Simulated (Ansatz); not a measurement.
## LiF: vibrational free energy, entropy and heat capacity

Theory: DFT PBE, scalar-relativistic, plane waves, PAW (Ansatz 0.2.0). Settings: 420 eV plane-wave cutoff, Γ-centred 12×12×12 mesh, fixed occupations. No spin polarisation. Phonons by linear response, acoustic sum rule imposed.

The cell, relaxed at this level:
```
Li F
1.0
     0.00000    2.03396    2.03396
     2.03396    0.00000    2.03396
     2.03396    2.03396    0.00000
Li F
1 1
Cartesian
  2.0340 2.0340 2.0340
  0.0000 0.0000 0.0000
```

The cell has the rock salt type, in a space group that the Crystallography Open Database lists for this formula; it was reached from a generator's guess.

Force constants from linear response on a 4×4×4 q mesh, interpolated to a fine mesh.

Task: What is the zero-point energy per atom?

Result: 56.7 meV.

Task: How large are the vibrational entropy and heat capacity at 300 K?

Result: S = 2.32 k_B and C_V = 2.49 k_B per atom, 83 % of the Dulong–Petit value.

Task: Tabulate them against temperature.

Result:
```tsv
T (K)	F_vib (meV/atom)	S (k_B/atom)	C_V (k_B/atom)
100	55.9	0.36	0.91
200	48.4	1.40	2.04
300	32.2	2.32	2.49
400	8.8	3.07	2.69
500	-20.4	3.68	2.80
600	-54.4	4.20	2.86
700	-92.6	4.64	2.89
800	-134.3	5.03	2.92
900	-179.2	5.38	2.93
1000	-226.8	5.69	2.95
```
